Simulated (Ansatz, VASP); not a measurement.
**SiC (Moissanite 3C) in two plane-wave programs**

Aim: how closely do two programs agree when they are given the same cell, functional and k mesh?

Calculated with Ansatz 0.2.0; plane waves, with VASP 6.6.1 beside it; G0W0 gap at PBE.

## 1. The structure

Symmetry: F-43m, No. 216, cubic system. Conventional cell: a = 4.314 Å, b = 4.314 Å, c = 4.314 Å, α = 90.00°, β = 90.00°, γ = 90.00°. Nearest to Si lie 4 C at 1.87 Å. Nearest to C lie 4 Si at 1.87 Å. Farther neighbours are not listed.

Coordinates:

```xyz
2
Lattice="0.0000 2.1570 2.1570 2.1570 0.0000 2.1570 2.1570 2.1570 0.0000" Properties=species:S:1:pos:R:3 pbc="T T T"
Si    0.0000    0.0000    0.0000
C     3.2355    3.2355    3.2355
```

## 2. VASP: G0W0 gap, PBE

Quasiparticle shifts depend on high empty states and on the cores, so they are the hardest test of two PAW sets.

Lines of VASP's logs that name or quote its potential files are left out, and so is its time.

The run reads the wave functions of an earlier VASP run, which isn't shown here.

Contents of INCAR:

```
SYSTEM = SiC
PREC = Accurate
ENCUT = 440
ISMEAR = 0
SIGMA = 0.01
LREAL = .FALSE.
GGA = PE
NBANDS = 88
ALGO = EVGW0
NELMGW = 1
ENCUTGW = 150
NOMEGA = 48
PRECFOCK = Fast
NBANDSGW = 16
LWAVE = .FALSE.
LCHARG = .FALSE.
```

Contents of POSCAR:

```
SiC
1.0
    0.0000000000      2.1569883941      2.1569883941
    2.1569883941      0.0000000000      2.1569883941
    2.1569883941      2.1569883941      0.0000000000
Si C
1 1
Direct
    0.0000000000      0.0000000000      0.0000000000
    0.7500000000      0.7500000000      0.7500000000
```

Contents of KPOINTS:

```
Automatic mesh
0
Gamma
6 6 6
0 0 0
```

The projector-augmented-wave data sets are Si_GW and C_GW (PBE family, release 64).

Command:

```sh
> mpirun -np 8 vasp_std
```

Numbers of over 12 decimals in the logs are rounded to 6 here.

The log of the run:

```text
[banner, memory and clock lines left out]
running    8 mpi-ranks, on    1 nodes
 distrk:  each k-point on    8 cores,    1 groups
 distr:  one band on    1 cores,    8 groups

 POSCAR found type information on POSCAR SiC
 POSCAR found :  2 types and       2 ions
|                                                                             |
|           W    W    AA    RRRRR   N    N  II  N    N   GGGG   !!!           |
|           W    W   A  A   R    R  NN   N  II  NN   N  G    G  !!!           |
|           W    W  A    A  R    R  N N  N  II  N N  N  G       !!!           |
|           W WW W  AAAAAA  RRRRR   N  N N  II  N  N N  G  GGG   !            |
|           WW  WW  A    A  R   R   N   NN  II  N   NN  G    G                |
|           W    W  A    A  R    R  N    N  II  N    N   GGGG   !!!           |
|                                                                             |
|     For optimal performance we recommend to set                             |
|       NCORE = 2 up to number-of-cores-per-socket                            |
|     NCORE specifies how many cores store one orbital (NPAR=cpu/NCORE).      |
|     This setting can greatly improve the performance of VASP for DFT.       |
|     The default, NCORE=1 might be grossly inefficient on modern             |
|     multi-core architectures or massively parallel machines. Do your        |
|     Unfortunately you need to use the default for GW and RPA                |
|     calculations (for HF NCORE is supported but not extensively tested      |
|     yet).                                                                   |
|                                                                             |

|                                                                             |
|           W    W    AA    RRRRR   N    N  II  N    N   GGGG   !!!           |
|           W    W   A  A   R    R  NN   N  II  NN   N  G    G  !!!           |
|           W    W  A    A  R    R  N N  N  II  N N  N  G       !!!           |
|           W WW W  AAAAAA  RRRRR   N  N N  II  N  N N  G  GGG   !            |
|           WW  WW  A    A  R   R   N   NN  II  N   NN  G    G                |
|           W    W  A    A  R    R  N    N  II  N    N   GGGG   !!!           |
|                                                                             |
|     The default for ENCUTGWSOFT is different in this version of VASP.       |
|     please manually set ENCUTGWSOFT =150 in the INCAR file.                 |
|                                                                             |

 LDA part: xc-table for (Slater+PW92), standard interpolation
 found WAVECAR, reading the header
 POSCAR, INCAR and KPOINTS ok, starting setup
 FFT: planning ... GRIDC
 FFT: planning ... GRID_SOFT
 FFT: planning ... GRID
 reading WAVECAR
 the WAVECAR file was read successfully
 initial charge from wavefunction
 available memory per node:     23.24 GB, setting MAXMEM to     23794

 The Fermi energy was updated, please check that it is located mid-gap
 values below the HOMO (VB) or above the LUMO (CB) will cause erroneous energies
 E-fermi :   8.7751

 calculate exact exchange contribution
 the WAVEDER file was read successfully
energies w=
    0.000    0.000    0.575    0.000    1.147    0.000    1.714    0.000
    2.275    0.000    2.828    0.000    3.372    0.000    3.905    0.000
    4.429    0.000    4.943    0.000    5.448    0.000    5.944    0.000
    6.434    0.000    6.917    0.000    7.397    0.000    7.874    0.000
    8.351    0.000    8.829    0.000    9.310    0.000    9.798    0.000
   10.294    0.000   10.801    0.000   11.323    0.000   11.862    0.000
   12.423    0.000   13.010    0.000   13.629    0.000   14.285    0.000
   14.986    0.000   15.742    0.000   16.562    0.000   17.460    0.000
   18.452    0.000   19.559    0.000   20.809    0.000   22.236    0.000
   23.888    0.000   25.828    0.000   28.147    0.000   30.973    0.000
   34.500    0.000   39.028    0.000   45.055    0.000   53.465    0.000
   65.997    0.000   86.604    0.000  126.625    0.000  237.195    0.000
 responsefunction array rank=      96
 LDA part: xc-table for (Slater+PW92), standard interpolation

 min. memory requirement per mpi rank    106.1 MB, per node    849.1 MB

 allocating   6 responsefunctions rank=    96
 shmem allocating  48 responsefunctions rank=    96
 response function shared by NCSHMEM nodes    1
 Doing            6  frequencies on each core in blocks of           48
NQ=   1    0.0000    0.0000    0.0000,
|.........|.........|.........|.........|.........|.........|.........|.........
 performed        190000 updates of chi_q(r,r)
 total number of BLAS operations          6.43 Gflops
NQ=   2    0.1667    0.0000    0.0000,
|.........|.........|.........|.........|.........|.........|.........|.........
 performed        571000 updates of chi_q(r,r)
 total number of BLAS operations         24.53 Gflops
NQ=   3    0.3333    0.0000    0.0000,
|.........|.........|.........|.........|.........|.........|.........|.........
 performed        952000 updates of chi_q(r,r)
 total number of BLAS operations         41.25 Gflops
NQ=   4    0.5000    0.0000    0.0000,
|.........|.........|.........|.........|.........|.........|.........|.........
 performed       1266000 updates of chi_q(r,r)
 total number of BLAS operations         55.77 Gflops
NQ=   5    0.1667    0.1667    0.0000,
|.........|.........|.........|.........|.........|.........|.........|.........
 performed       1647000 updates of chi_q(r,r)
 total number of BLAS operations         75.31 Gflops
NQ=   6    0.3333    0.1667    0.0000,
|.........|.........|.........|.........|.........|.........|.........|.........
 performed       2270000 updates of chi_q(r,r)
 total number of BLAS operations        110.53 Gflops
NQ=   7    0.5000    0.1667    0.0000,
|.........|.........|.........|.........|.........|.........|.........|.........
 performed       2893000 updates of chi_q(r,r)
 total number of BLAS operations        146.59 Gflops
NQ=   8   -0.3333    0.1667    0.0000,
|.........|.........|.........|.........|.........|.........|.........|.........
 performed       3516000 updates of chi_q(r,r)
 total number of BLAS operations        182.65 Gflops
NQ=   9   -0.1667    0.1667    0.0000,
|.........|.........|.........|.........|.........|.........|.........|.........
 performed       4049000 updates of chi_q(r,r)
 total number of BLAS operations        209.30 Gflops
NQ=  10    0.3333    0.3333    0.0000,
|.........|.........|.........|.........|.........|.........|.........|.........
 performed       4430000 updates of chi_q(r,r)
 total number of BLAS operations        230.84 Gflops
NQ=  11    0.5000    0.3333    0.0000,
|.........|.........|.........|.........|.........|.........|.........|.........
 performed       5053000 updates of chi_q(r,r)
 total number of BLAS operations        266.06 Gflops
NQ=  12   -0.3333    0.3333    0.0000,
|.........|.........|.........|.........|.........|.........|.........|.........
 performed       5586000 updates of chi_q(r,r)
 total number of BLAS operations        299.88 Gflops
NQ=  13    0.5000    0.5000    0.0000,
|.........|.........|.........|.........|.........|.........|.........|.........
 performed       5860000 updates of chi_q(r,r)
 total number of BLAS operations        318.48 Gflops
NQ=  14    0.5000    0.3333    0.1667,
|.........|.........|.........|.........|.........|.........|.........|.........
 performed       6568000 updates of chi_q(r,r)
 total number of BLAS operations        358.47 Gflops
NQ=  15   -0.3333    0.3333    0.1667,
|.........|.........|.........|.........|.........|.........|.........|.........
 performed       7231000 updates of chi_q(r,r)
 total number of BLAS operations        399.56 Gflops
NQ=  16   -0.3333    0.5000    0.1667,
|.........|.........|.........|.........|.........|.........|.........|.........
 performed       7767000 updates of chi_q(r,r)
 total number of BLAS operations        432.80 Gflops
 resolving degeneracies of screened two electron integrals

 calculate QP shifts <psi_nk| G(iteration)W_0 |psi_nk>: iteration 1
 entering main loop
```

Parts of OUTCAR (step 2):

```text
ion  position               nearest neighbor table
   1  0.000  0.000  0.000-   2 1.87   2 1.87   2 1.87   2 1.87
   2  0.750  0.750  0.750-   1 1.87   1 1.87   1 1.87   1 1.87

  LATTYP: Found a face centered cubic cell.
 ALAT       =     4.3139767882

 Subroutine GETGRP returns: Found 24 space group operations
 (whereof 24 operations were pure point group operations)

The static configuration has the point symmetry T_d .

 Found     16 irreducible k-points:

   k-points           NKPTS =     16   k-points in BZ     NKDIM =    216   number of bands    NBANDS=     88

   dimension x,y,z NGX =    24 NGY =   24 NGZ =   24
   dimension x,y,z NGXF=    48 NGYF=   48 NGZF=   48

   ENCUT  =  440.0 eV  32.34 Ry    5.69 a.u.   5.22  5.22  5.22*2*pi/ulx,y,z

   NELECT =       8.0000    total number of electrons

  energy-cutoff  :      440.00
  volume of cell :       20.07
      direct lattice vectors                 reciprocal lattice vectors
     0.000000000  2.156988394  2.156988394    -0.231804678  0.231804678  0.231804678
     2.156988394  0.000000000  2.156988394     0.231804678 -0.231804678  0.231804678
     2.156988394  2.156988394  0.000000000     0.231804678  0.231804678 -0.231804678

 k-points in reciprocal lattice and weights: Automatic mesh
   0.00000000  0.00000000  0.00000000       0.005
   0.16666667  0.00000000  0.00000000       0.037
   0.33333333  0.00000000  0.00000000       0.037
   0.50000000  0.00000000  0.00000000       0.019
   0.16666667  0.16666667  0.00000000       0.028
   0.33333333  0.16666667  0.00000000       0.111
   0.50000000  0.16666667  0.00000000       0.111
  -0.33333333  0.16666667  0.00000000       0.111
  -0.16666667  0.16666667  0.00000000       0.056
[...]
-0.33333333  0.33333333  0.16666667       0.111
  -0.33333333  0.50000000  0.16666667       0.056

 E-fermi :   8.7751

 QP shifts <psi_nk| G(iteration)W_0 |psi_nk>: iteration 1
 for sc-GW calculations column KS-energies equals QP-energies in previous step
 and V_xc(KS)=  KS-energies - (<T + V_ion + V_H > + <T+V_H+V_ion>^1  + <V_x>^1)
 k-point   1 :       0.0000    0.0000    0.0000
  band No.  KS-energies  QP-energies   sigma(KS)   V_xc(KS)     V^pw_x(r,r')   Z            occupation Imag(sigma)
      1      -7.5396      -8.6622     -14.3612     -12.8132     -21.8506       0.7252       2.0000       1.4385
      2       8.1159       7.5076     -15.6734     -14.9014     -17.5733       0.7880       2.0000       0.1003
      3       8.1159       7.5076     -15.6734     -14.9014     -17.5733       0.7880       2.0000       0.1003
      4       8.1159       7.5076     -15.6734     -14.9014     -17.5733       0.7880       2.0000       0.1003
      5      14.6966      15.2212     -12.5495     -13.2219      -7.3495       0.7802       0.0000      -0.1010
      6      15.6270      16.2058     -10.9026     -11.6319      -5.8014       0.7936       0.0000      -0.0959
      7      15.6270      16.2058     -10.9026     -11.6319      -5.8014       0.7936       0.0000      -0.0959
      8      15.6270      16.2058     -10.9026     -11.6319      -5.8014       0.7936       0.0000      -0.0959
    ...

 k-point   2 :       0.1667    0.0000    0.0000
  band No.  KS-energies  QP-energies   sigma(KS)   V_xc(KS)     V^pw_x(r,r')   Z            occupation Imag(sigma)
      1      -6.9871      -8.0918     -14.4108     -12.8888     -21.7425       0.7259       2.0000       1.3449
      2       5.7205       4.9362     -14.9905     -13.9765     -17.4905       0.7735       2.0000       0.1166
      3       7.7835       7.1465     -15.5464     -14.7372     -17.5122       0.7872       2.0000       0.1008
      4       7.7835       7.1465     -15.5464     -14.7372     -17.5122       0.7872       2.0000       0.1008
      5      14.7243      15.2434     -11.6022     -12.2579      -6.5611       0.7916       0.0000      -0.0929
      6      16.1490      16.7510     -10.9980     -11.7604      -5.7263       0.7896       0.0000      -0.1070
      7      16.1490      16.7510     -10.9980     -11.7604      -5.7263       0.7896       0.0000      -0.1070
      8      16.7502      17.4262     -12.3286     -13.2011      -6.7947       0.7748       0.0000      -0.1311
    ...

 k-point   3 :       0.3333    0.0000    0.0000
  band No.  KS-energies  QP-energies   sigma(KS)   V_xc(KS)     V^pw_x(r,r')   Z            occupation Imag(sigma)
      1      -5.4194      -6.4794     -14.6371     -13.1867     -21.5338       0.7308       2.0000       1.1093
      2       1.8380       0.8974     -14.2787     -13.0170     -18.1257       0.7456       2.0000       0.2429
      3       7.2652       6.5846     -15.4393     -14.5711     -17.5487       0.7839       2.0000       0.1029
      4       7.2652       6.5846     -15.4393     -14.5711     -17.5487       0.7839       2.0000       0.1029
      5      14.0628      14.5742     -11.5807     -12.2225      -6.7156       0.7969       0.0000      -0.0810
      6      15.9051      16.4589     -10.6715     -11.3690      -5.4639       0.7940       0.0000      -0.1064
      7      15.9051      16.4589     -10.6715     -11.3690      -5.4639       0.7940       0.0000      -0.1064
      8      18.2525      18.8761     -11.8494     -12.6662      -5.6753       0.7635       0.0000      -0.2222
    ...

 k-point   4 :       0.5000    0.0000    0.0000
  band No.  KS-energies  QP-energies   sigma(KS)   V_xc(KS)     V^pw_x(r,r')   Z            occupation Imag(sigma)
      1      -3.8587      -4.8623     -15.2436     -13.8735     -21.8331       0.7324       2.0000       0.9176
      2      -0.5977      -1.6116     -13.5024     -12.1343     -18.0564       0.7411       2.0000       0.4077
      3       7.0556       6.3568     -15.4232     -14.5310     -17.5984       0.7832       2.0000       0.1045
      4       7.0556       6.3568     -15.4232     -14.5310     -17.5984       0.7832       2.0000       0.1045
      5      13.8149      14.3271     -11.6499     -12.2919      -6.8422       0.7978       0.0000      -0.0777
      6      15.4579      15.9796     -10.5094     -11.1634      -5.4180       0.7978       0.0000      -0.0996
      7      15.4579      15.9796     -10.5094     -11.1634      -5.4180       0.7978       0.0000      -0.0996
      8      18.3348      18.8452     -11.1756     -11.8434      -4.9348       0.7642       0.0000      -0.2407
    ...

[... 4 further parts left out ...]
```

(Continued in part 2 of 2.)

[Lines on the potential files, build, host, timing and source positions are cut from VASP's logs without a mark.]

[Logs are printed without paths, hosts, clocks, repeated set-up lines and the standing remarks that a program may print on its own settings, such as how far it seeks lower states.]

[Hosts, paths, dates, database ids (printed as entryN), source tags and the programs' standing remarks are cut or masked in the printed files.]
